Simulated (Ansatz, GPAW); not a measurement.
# Geometry or basis: what sets the conductance of a Ag chain with CO on top of one atom, part 2 of 2

How well does a Ag chain with CO on top of one atom conduct once its atoms have relaxed, and how much do cheaper levels lose?

GPAW 26.7.0 and Ansatz 0.2.0; Ansatz plane waves; relaxation of the junction with the lead ends held (the session's first sound run).

So far, transmission at the Fermi level (one spin): step 3 (plane-wave reference (PBE)) 0.967; step 4 (double-zeta polarised basis, PBE, GPAW) 0.968; step 5 (GPAW, szp: basis = "szp(dzp)", PBE, GPAW) 0.981; step 6 (minimal basis, PBE, GPAW) 0.984; step 7 (RPBE in the dzp basis: xc = "RPBE") 0.969. Also open channels of the lead at the Fermi level (one spin): step 3 1; step 5 1.

### 8. The structure as built: geometry = "as built"

The dzp basis with PBE on the structure as first built shows what the relaxation was worth.

File run.py:

```python
import json
import numpy as np
from ase import Atoms
from ase.transport.calculators import TransportCalculator
from gpaw import GPAW, FermiDirac
from gpaw.lcao.tools import get_lcao_hamiltonian
from scipy.linalg import eigh

# The junction with lead layers at both ends, along the third cell vector
device = Atoms(
    ['Ag', 'Ag', 'Ag', 'Ag', 'Ag', 'Ag', 'Ag', 'Ag', 'C', 'O', 'Ag', 'Ag', 'Ag', 'Ag', 'Ag', 'Ag', 'Ag'],
    positions=[
        [4.50000, 4.50000, 1.33000],
        [4.50000, 4.50000, 3.99000],
        [4.50000, 4.50000, 6.65000],
        [4.50000, 4.50000, 9.31000],
        [4.50000, 4.50000, 11.97000],
        [4.50000, 4.50000, 14.63000],
        [4.50000, 4.50000, 17.29000],
        [4.50000, 4.50000, 19.95000],
        [6.31420, 4.50000, 19.95000],
        [7.47420, 4.50000, 19.95000],
        [4.50000, 4.50000, 22.61000],
        [4.50000, 4.50000, 25.27000],
        [4.50000, 4.50000, 27.93000],
        [4.50000, 4.50000, 30.59000],
        [4.50000, 4.50000, 33.25000],
        [4.50000, 4.50000, 35.91000],
        [4.50000, 4.50000, 38.57000]],
    cell=[[9.0, 0.0, 0.0], [0.0, 9.0, 0.0], [0.0, 0.0, 39.9]],
    pbc=True)

# One principal layer of the lead: the first 4 atoms of the device
lead = Atoms(
    ['Ag', 'Ag', 'Ag', 'Ag'],
    positions=[
        [4.50000, 4.50000, 1.33000],
        [4.50000, 4.50000, 3.99000],
        [4.50000, 4.50000, 6.65000],
        [4.50000, 4.50000, 9.31000]],
    cell=[[9.0, 0.0, 0.0], [0.0, 9.0, 0.0], [0.0, 0.0, 10.64]],
    pbc=True)

settings = dict(mode='lcao', basis='dzp', xc='PBE', h=0.18,
                occupations=FermiDirac(0.1), maxiter=250,
                mixer=dict(beta=0.1, nmaxold=8, weight=100.0),
                convergence=dict(density=0.0001))
energies = np.arange(-2, 2 + 1e-9, 0.025)
eta = 0.0001
n1, n2 = 1, 1
# k and -k transmit alike, so half of the mesh across the current serves
mesh = [(i, j) for i in range(n1) for j in range(n2) if (i, j) <= (-i % n1, -j % n2)]
weights = np.array([1 if (i, j) == (-i % n1, -j % n2) else 2 for i, j in mesh]) / (n1 * n2)

# [... helper functions left out ...]
fermi_lead = ground_state(lead, (1, 1, 11), 'lead.txt')
fermi_device = ground_state(device, (1, 1, 2), 'device.txt')
# [... loop over the mesh left out, but for ...]
        # Shift the lead onto the potential of the device's first layer
        shift = ((H[:, 0, 0] - H0[:, 0, 0]) / S0[0, 0]).real.mean()
# [...]
kT = 8.617333e-5 * 300
bias = [0.1, 0.2, 0.5, 1.0, 1.5, 2.0]
# [... integrals and printing left out ...]
```

The run is started by

```sh
$ OMP_NUM_THREADS=1 OPENBLAS_NUM_THREADS=1 python run.py
```

It took 3.9 min on 1 thread of Intel Xeon Platinum 8488C (Sapphire Rapids), shared host; peak memory 2.2 GiB.

Numbers from this step:

```yaml
conductance: 0.06373 G₀
largest_coupling_past_the_next_principal_layer: 3.56e-5 eV
largest_misfit_of_the_first_principal_layer: 0.07049 eV
shift_that_aligns_the_lead: -2.76e-4 eV
transmission_at_the_fermi_level_one_spin: 0.06169
```

The conductance, 0.0637 G₀, lies a factor of 15 below that of the dzp run.

### 9. All levels side by side

Times are wall times on the hardware named with each run. The runs compared:

| no. | run | conductance (G₀) | time | memory (GiB) |
| --- | --- | --- | --- | --- |
| 1 | pw PBE | 0.9669 | 1.8 min | 5.0 |
| 2 | dzp | 0.9679 | 4.1 min | 2.2 |
| 3 | szp | 0.9804 | 2.7 min | 2.1 |
| 4 | sz | 0.9837 | 2.3 min | 2.0 |
| 5 | dzp RPBE | 0.9691 | 4.1 min | 2.2 |
| 6 | asbuilt | 0.06373 | 3.9 min | 2.2 |

### 10. The levels side by side

The curves are compared point by point over the common energies.

This step: comparison of transmission and cost over codes, levels and geometry (GPAW 26.7.0).

Ladder, by row:

| step | code | T at the Fermi level (sum over the listed spins) | conductance (G0) | r.m.s. T(E) from the first | wall time (s) | peak memory (GiB) | threads |
| --- | --- | --- | --- | --- | --- | --- | --- |
| pw-pbe | Ansatz | 0.9674 | 0.9669 | 0 | 108 | 5.018 | 4 |
| dzp | GPAW | 0.9684 | 0.9679 | 0.03992 | 248.1 | 2.19 | 1 |
| szp | GPAW | 0.9808 | 0.9804 | 0.05584 | 161.9 | 2.1 | 1 |
| sz | GPAW | 0.984 | 0.9837 | 0.1312 | 137 | 2.02 | 1 |
| dzp-RPBE | GPAW | 0.9695 | 0.9691 | 0.06655 | 248.8 | 2.19 | 1 |
| asbuilt | GPAW | 0.06169 | 0.06373 | 0.7036 | 235.4 | 2.2 | 1 |

The transmission, zone mean, sum over the listed spins by energy, zero at the Fermi level:

| energy (eV) | pw-pbe | dzp | szp | sz | dzp-RPBE | asbuilt |
| --- | --- | --- | --- | --- | --- | --- |
| -2.0000 | 0.0174 | 0.180 | 0.132 | 0.606 | 0.0494 | 0.389 |
| -1.7500 | 0 | 4.5e-4 | 3.7e-4 | 0.0494 | 1.3e-4 | 0.0550 |
| -1.5000 | 0 | 2.3e-8 | 8.6e-9 | 4.6e-4 | 2.3e-8 | 4.5e-8 |
| -1.2500 | 0 | 2.4e-8 | 8.9e-9 | 1.0e-12 | 2.4e-8 | 4.9e-8 |
| -1.0750 | 0.231 | 0.339 | 1.8e-7 | 8.7e-11 | 0.926 | 1.7e-4 |
| -1.0000 | 0.823 | 0.821 | 0.969 | 0.963 | 0.908 | 0.492 |
| -0.9250 | 0.928 | 0.948 | 0.984 | 0.952 | 0.960 | 0.407 |
| -0.7500 | 0.872 | 0.884 | 0.967 | 0.978 | 0.891 | 0.357 |
| -0.5000 | 0.854 | 0.862 | 0.914 | 0.920 | 0.869 | 0.294 |
| -0.2500 | 0.923 | 0.927 | 0.952 | 0.957 | 0.930 | 0.218 |
| 0.0000 | 0.967 | 0.968 | 0.981 | 0.984 | 0.969 | 0.0617 |
| 0.2500 | 0.983 | 0.982 | 0.990 | 0.993 | 0.983 | 0.00498 |
| 0.5000 | 0.988 | 0.987 | 0.993 | 0.995 | 0.988 | 0.0838 |
| 0.7500 | 0.988 | 0.987 | 0.992 | 0.990 | 0.988 | 0.165 |
| 1.0000 | 0.986 | 0.985 | 0.990 | 0.958 | 0.986 | 0.195 |
| 1.2500 | 0.985 | 0.984 | 0.988 | 0.670 | 0.986 | 0.164 |
| 1.5000 | 0.991 | 0.991 | 0.996 | 0.882 | 0.994 | 0.0944 |
| 1.6750 | 0.999 | 0.998 | 0.981 | 0.962 | 0.997 | 0.0424 |
| 1.7000 | 1.000 | 0.998 | 0.981 | 0.966 | 0.995 | 0.0360 |
| 1.7500 | 0.999 | 0.994 | 0.984 | 0.973 | 0.981 | 0.0242 |
| 2.0000 | 0.680 | 0.618 | 0.995 | 0.991 | 0.553 | 0.00117 |

### 11. SCF mesh 1×1×1, smearing 0.01

The SCF mesh sets the Fermi level of the repeated cell. Smearing helps the SCF of a metal converge, but it blurs occupations at band edges near the Fermi level.

This step: GPAW LCAO, PAW setups; Landauer transmission from Green's functions with principal layers (ASE), zero bias (GPAW 26.7.0).

Changes to run.py since step 8:

```diff
@@ -17,9 +17,9 @@
         [4.50000, 4.50000, 11.97000],
-        [4.50000, 4.50000, 14.63000],
-        [4.50000, 4.50000, 17.29000],
-        [4.50000, 4.50000, 19.95000],
-        [6.31420, 4.50000, 19.95000],
-        [7.47420, 4.50000, 19.95000],
-        [4.50000, 4.50000, 22.61000],
-        [4.50000, 4.50000, 25.27000],
+        [4.67562, 4.40601, 14.74265],
+        [4.26817, 4.60777, 17.45735],
+        [5.36698, 4.12174, 19.94094],
+        [7.55882, 3.95926, 20.00707],
+        [8.44550, 4.67928, 20.04719],
+        [4.27438, 4.59919, 22.43863],
+        [4.66621, 4.40960, 25.15442],
         [4.50000, 4.50000, 27.93000],
@@ -44,3 +44,3 @@
 settings = dict(mode='lcao', basis='dzp', xc='PBE', h=0.18,
-                occupations=FermiDirac(0.1), maxiter=250,
+                occupations=FermiDirac(0.01), maxiter=250,
                 mixer=dict(beta=0.1, nmaxold=8, weight=100.0),
@@ -56,3 +56,3 @@
 fermi_lead = ground_state(lead, (1, 1, 11), 'lead.txt')
-fermi_device = ground_state(device, (1, 1, 2), 'device.txt')
+fermi_device = ground_state(device, (1, 1, 1), 'device.txt')
 # [... loop over the mesh left out, but for ...]
```

Elapsed: 3.5 min, on 1 thread; peak memory 2.2 GiB.

The run finished with changed settings (scf_mesh = [1, 1, 1] and width = 0.01); it serves as a test.

Side by side:

| quantity | this run | sound run | difference |
| --- | --- | --- | --- |
| conductance (G₀) | 0.99362 | 0.96793 | 0.0257 |
| largest coupling past the next principal layer (eV) | 3.556e-5 | 3.556e-5 | 1.5e-9 |
| largest misfit of the first principal layer (eV) | 0.046143 | 0.010880 | 0.0353 |
| shift that aligns the lead (eV) | -0.15744 | -0.0031732 | -0.154 |
| transmission at the Fermi level (one spin) | 0.99402 | 0.96839 | 0.0256 |

One result that differs is the shift that aligns the lead, -0.157 eV against -0.00317 eV.

### 12. Results

| Quantity | Value |
| --- | --- |
| conductance | 0.968 G₀ |
| transmission at the Fermi level, mean of the spins | 0.968 |
| thermopower | about 0 (under 1.5 μV/K) |

In words: In the dzp basis the junction conducts 0.968 G₀ at 300 K, with T = 0.968 a spin at the Fermi level; the sz basis reaches that conductance within 10 %. Relaxation moved atoms by up to 1.4 Å and took the conductance from 0.0637 to 0.968 G₀, as a ratio a larger change than the step from dzp to the minimal basis. Plane waves (PBE) give T = 0.967 there. At the Fermi level one eigenchannel carries the current (0.97). Measured against the first run (pw-pbe), the nearest curve is that of dzp (r.m.s. 0.040) and the farthest that of asbuilt (0.70). Over the compared runs wall time goes from 108 s (pw-pbe) to 249 s (dzp-RPBE), on a shared host; the plane-wave run used 4 threads and the orbital runs 1. The leads kept an estimated spacing and the cell its length, so the junction may be under some tension or compression. The run had no spin polarisation, so a magnetic state, which chains and small molecules with open shells often have, wasn't tested. An evenly spaced straight chain is an idealisation: free chains tend to dimerise, zigzag or, where a band edge lies near the Fermi level, turn magnetic. The currents use the zero-bias T(E) throughout, which holds only while the bias is small against the distance to the nearest feature.

[Logs are printed without paths, hosts, clocks, repeated set-up lines and the standing remarks that a program may print on its own settings, such as how far it seeks lower states.]

[Hosts, paths, dates, database ids (printed as entryN), source tags and the programs' standing remarks are cut or masked in the printed files.]
